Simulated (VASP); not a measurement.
ZnS:

```xyz
2
Lattice="0.0000 2.7020 2.7020 2.7020 0.0000 2.7020 2.7020 2.7020 0.0000" Properties=species:S:1:pos:R:3 pbc="T T T"
Zn    4.0530    4.0530    4.0530
S     0.0000    0.0000    0.0000
```

Program: VASP 6.6.1. Alike in all runs: level PBE; potentials or basis VASP PAW PBE potentials, release 64 (Zn, S); no spin polarisation; cell as given; k mesh 9 × 9 × 9; cutoff (eV) 520; smearing gaussian 0.02 eV. Hardware: 1 thread of Intel(R) Xeon(R) Platinum 8488C (Sapphire Rapids), with other jobs on the host.

**Question.** Order these runs on this cell by their wall time, lowest first.
A. task Born charges and dielectric tensor
B. task electron localisation function
C. task density of states; k mesh for the DOS 14 × 14 × 14; occupations for the DOS tetrahedron

**Answer.** B (18 s), C (60 s), A (460 s).
